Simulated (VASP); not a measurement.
Crystal: In.

```xyz
1
Lattice="-1.6567 1.6567 2.3325 1.6567 -1.6567 2.3325 1.6567 1.6567 -2.3325" Properties=species:S:1:pos:R:3 pbc="T T T"
In    1.6567    1.6567   -2.3325
```

Base run:

- Program: VASP 6.6.1
- Functional: PBEsol
- Potentials or basis: VASP PAW PBE potentials, release 64 (In_d)
- Cutoff: 700 eV
- k mesh: 18 × 18 × 18
- Occupations: gaussian, width 0.1 eV
- Spin: no spin polarisation

Its results: band gap on the k mesh none (metal or under the smearing width); pressure 0.0 GPa.

**Question.** The run is repeated on the same cell with these changes: functional from PBEsol to r2SCAN; cutoff from 700 eV to 520 eV. What comes out?

**Answer.** Band gap on the k mesh none (metal or under the smearing width); pressure 1.2 GPa.

Caveats: the PAW data sets were made with another functional, which shifts forces and pressure a little.
